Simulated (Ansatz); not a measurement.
What strain does to InAs (zincblende)

Zincblende InAs, relaxed with r2SCAN in Ansatz. The symmetry is F-43m (No. 216, cubic); a = 6.109 Å in the conventional setting, 28.50 Å³ an atom. Around In lie 4 As at 2.65 Å; around As lie 4 In at 2.65 Å.

The axes x, y and z are those of this cell:
```yaml
crystal:
  lattice:
    - [0.00000, 3.05459, 3.05459]
    - [3.05459, 0.00000, 3.05459]
    - [3.05459, 3.05459, 0.00000]
  atoms:
    - { symbol: In, position: [0.00000, 0.00000, 0.00000] }
    - { symbol: As, position: [0.25000, 0.25000, 0.25000] }
```

Unstrained: The HSE06 gap is direct at Γ: 0.358 eV. Meshes: HSE06 6×6×6. Strains are changes of length per length. After each strain the atoms were relaxed again with r2SCAN within the symmetry that the strain leaves, so tilts or polar shifts that break it weren't tested; points keep the names that they have in the unstrained zone. (Simulation; spin polarisation is off.)

Changes of the least gap in eV (an overlap counts as a negative gap):
```tsv
strain	volume change (%)	space group	HSE06
isotropic -4.0 % on every length	-11.5	F-43m	+0.721
isotropic -3.0 % on every length	-8.7	F-43m	+0.540
isotropic -2.0 % on every length	-5.9	F-43m	+0.359
isotropic -1.0 % on every length	-3.0	F-43m	+0.179
isotropic +1.0 % on every length	+3.0	F-43m	-0.177
```

Isotropic -4.0 % on every length. HSE06: the gap goes from 0.358 to 1.079 eV (+0.721 eV). For HSE06, dE_g/d ln V = -5.9 eV over this step.

Isotropic -3.0 % on every length. HSE06: the gap goes from 0.358 to 0.898 eV (+0.540 eV). For HSE06, dE_g/d ln V = -5.9 eV over this step.

Isotropic -2.0 % on every length. HSE06: the gap goes from 0.358 to 0.717 eV (+0.359 eV). For HSE06, dE_g/d ln V = -5.9 eV over this step.

Isotropic -1.0 % on every length. HSE06: the gap goes from 0.358 to 0.537 eV (+0.179 eV). For HSE06, dE_g/d ln V = -5.9 eV over this step.

Isotropic +1.0 % on every length. HSE06: the gap goes from 0.358 to 0.181 eV (-0.177 eV). For HSE06, dE_g/d ln V = -5.9 eV over this step.

No spin-orbit coupling is included; it can move band edges with weight on the heavy atoms by tenths of an eV.

The meshes of the hybrids are coarse, so their gaps aren't converged to the digits shown.
